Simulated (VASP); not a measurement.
**Zr: single point with revPBE**

Crystal: Zr.

```
CELL_PARAMETERS angstrom
2.93370 0.00000 0.00000
0.00000 2.93370 0.00000
0.00000 0.00000 2.93370
ATOMIC_POSITIONS crystal
Zr 0.00000 0.00000 0.00000
```

This isn't the form of Zr at room conditions, which is hcp.

```yaml
Program: VASP 6.6.1
Task: single point
Functional: revPBE
Potentials_or_basis: VASP PAW PBE potentials, release 64 (Zr_sv)
Cutoff: 520 eV
k_mesh: 18 × 18 × 18
Occupations: fermi-dirac, width 0.1 eV
Spin: no spin polarisation
```

```yaml
Pressure: 0.2 GPa
Band_gap_on_the_k_mesh: none (metal or under the smearing width)
```

Levels at points of the mesh, in eV from the Fermi level:
| k point | band 4 | band 5 | band 6 | band 7 | band 8 | band 9 |
| --- | --- | --- | --- | --- | --- | --- |
| (0.00, 0.00, 0.00) | -26.15 | -4.99 | -1.62 | -1.62 | 5.43 | 5.43 |
| (0.50, 0.00, 0.00) | -26.05 | -2.01 | -0.80 | 0.34 | 2.50 | 2.50 |
| (0.50, 0.50, 0.00) | -25.95 | -2.89 | -0.29 | 3.13 | 3.13 | 4.82 |
| (0.50, 0.50, 0.50) | -26.96 | -1.43 | -1.43 | -1.43 | 6.53 | 7.49 |

Run time: 37 s on 1 thread of Intel(R) Xeon(R) Platinum 8488C (Sapphire Rapids) (shared host), peak memory 0.18 GiB.

Caveat: the PAW data sets were made with another functional, which shifts forces and pressure a little.
